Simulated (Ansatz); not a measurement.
This guess for Hf2C5 is about to be relaxed.

```yaml
crystal:
  lattice:
    - [4.32359, -3.41601, 0.00000]
    - [4.32359, 3.41601, 0.00000]
    - [-1.94066, 0.00000, 3.81462]
  atoms:
    - { symbol: Hf, position: [0.31837, 0.31837, 0.64140] }
    - { symbol: Hf, position: [0.68163, 0.68163, 0.35860] }
    - { symbol: C, position: [0.00000, 0.00000, 0.00000] }
    - { symbol: C, position: [0.85460, 0.32992, 0.75896] }
    - { symbol: C, position: [0.67008, 0.14540, 0.24104] }
    - { symbol: C, position: [0.14540, 0.67008, 0.24104] }
    - { symbol: C, position: [0.32992, 0.85460, 0.75896] }
```

All numbers below come from DFT PBE, scalar-relativistic, plane waves, PAW in Ansatz. Cutoff 420 eV, Gaussian smearing, Γ-centred meshes. Cell and atoms relax first on a coarse mesh, the cell is then made exact in the group found at 0.06 to 0.08 Å, and last on a converged mesh; the steps can't lower the symmetry of their start. No spin polarisation.

A guess keeps its type if space group and coordination stay and the shape of the cell changes little (axis ratios within about 15 %, angles within 6°); the volume may change.

Task: Does it keep its structure type, or change into something else?

Result: It doesn't keep its type. The symmetry stays C2/m (No. 12). The volume per atom shrinks by 34.0 %, from 16.1 to 10.6 Å³. The shortest distance goes from 2.06 Å (C–C) to 1.31 Å (C–C). Counting neighbours within 15 % of an atom's shortest distance, the start has C 2/4, Hf 9 and the end C 1/6, Hf 5. In detail, at the end Hf has 1 C at 2.17 Å and 9 C at 2.33–2.61 Å; C on a site of symmetry 2/m is surrounded by 2 Hf at 2.17 Å, 4 C at 2.43 Å and 2 Hf at 2.52 Å; C on a site of symmetry 1 is surrounded by 1 C at 1.31 Å, 2 Hf at 2.33–2.41 Å, 1 C at 2.43 Å, 1 C at 2.53 Å, 2 Hf at 2.56–2.61 Å and 1 C at 2.65 Å.

```yaml
crystal:
  lattice:
    - [3.44762, -3.40485, 0.00000]
    - [3.44762, 3.40485, 0.00000]
    - [-1.06636, 0.00000, 3.16580]
  atoms:
    - { symbol: Hf, position: [0.25070, 0.25070, 0.74003] }
    - { symbol: Hf, position: [0.74930, 0.74930, 0.25997] }
    - { symbol: C, position: [0.00000, 0.00000, 0.00000] }
    - { symbol: C, position: [0.76267, 0.37304, 0.68934] }
    - { symbol: C, position: [0.62696, 0.23733, 0.31066] }
    - { symbol: C, position: [0.23733, 0.62696, 0.31066] }
    - { symbol: C, position: [0.37304, 0.76267, 0.68934] }
```

The last run used an 8×8×10 mesh (in the run's order of axes) for its 7-atom cell and Gaussian smearing of 0.10 eV. Spin–orbit coupling, which can matter for Hf, is left out. Symmetry constrained the relaxation, so the result can be a saddle point. Another cell of the same search, in C2, lies 0.42 eV/atom lower, so this cell isn't the stable form at this level.

In counts of neighbours, a slash parts the counts of unlike sites.
